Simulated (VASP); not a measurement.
# From an Ansatz input to VASP: AlN (strained zincblende)

Ansatz input

```yaml
crystal:
  lattice:
    - [0.0, 2.2571958303, 2.2571958303]
    - [2.2571958303, 0.0, 2.2571958303]
    - [2.2571958303, 2.2571958303, 0.0]
  atoms:
    - { symbol: Al, position: [0.0, 0.0, 0.0] }
    - { symbol: "N", position: [0.25, 0.25, 0.25] }
kpoints:
  mp_grid: { grid: [10, 10, 10] }
  band_path:
    path:
      - [0.0, 0.0, 0.0]
      - [-0.5, -0.5, 0.0]
      - [-0.375, -0.375, 0.25]
      - [-0.375, 0.0, 0.375]
      - [0.0, 0.0, 0.5]
      - [-0.5, -0.25, 0.25]
    npoints: 1
hamiltonian:
  xc: r2scan
scf:
  occupations: { method: fixed }
  n_extra_bands: 4
output:
  forces: true
  stress: true
  eigenvalues: true
```

Task: Which VASP files do the same job?

Result: 

INCAR

```
ISIF = 2
SIGMA = 0.01
LREAL = .FALSE.
ENCUT = 520
LCHARG = .FALSE.
NSW = 0
PREC = Accurate
METAGGA = R2SCAN
NELM = 120
ISMEAR = 0
ALGO = Normal
NBANDS = 11
LWAVE = .FALSE.
IBRION = -1
EDIFF = 1E-7
LASPH = .TRUE.
```

KPOINTS

```
KPOINTS created by Atomic Simulation Environment
0
Gamma
10 10 10
0 0 0
```

KPOINTS_OPT

```
special points
6
Reciprocal
0.0000000000 0.0000000000 0.0000000000 1
-0.5000000000 -0.5000000000 0.0000000000 1
-0.3750000000 -0.3750000000 0.2500000000 1
-0.3750000000 0.0000000000 0.3750000000 1
0.0000000000 0.0000000000 0.5000000000 1
-0.5000000000 -0.2500000000 0.2500000000 1
```

POSCAR

```
Al N
 1.0000000000000000
     0.0000000000000000    2.2571958303000002    2.2571958303000002
     2.2571958303000002    0.0000000000000000    2.2571958303000002
     2.2571958303000002    2.2571958303000002    0.0000000000000000
 Al  N
   1   1
Cartesian
  0.0000000000000000  0.0000000000000000  0.0000000000000000
  1.1285979151500001  1.1285979151500001  1.1285979151500001
```

VASP ran with the recommended PBE PAW datasets (8 valence electrons in the cell). Other inputs would serve too.

```
                              Ansatz       VASP
gap between bands v and c    3.85 eV    3.85 eV
         least direct gap    3.96 eV    4.00 eV
                 pressure  -17.0 GPa  -17.4 GPa
```

Datasets and cutoffs are each program's own. VASP's cell holds 8 valence electrons and Ansatz's 8. Ansatz's stress includes a Pulay correction; VASP's doesn't.
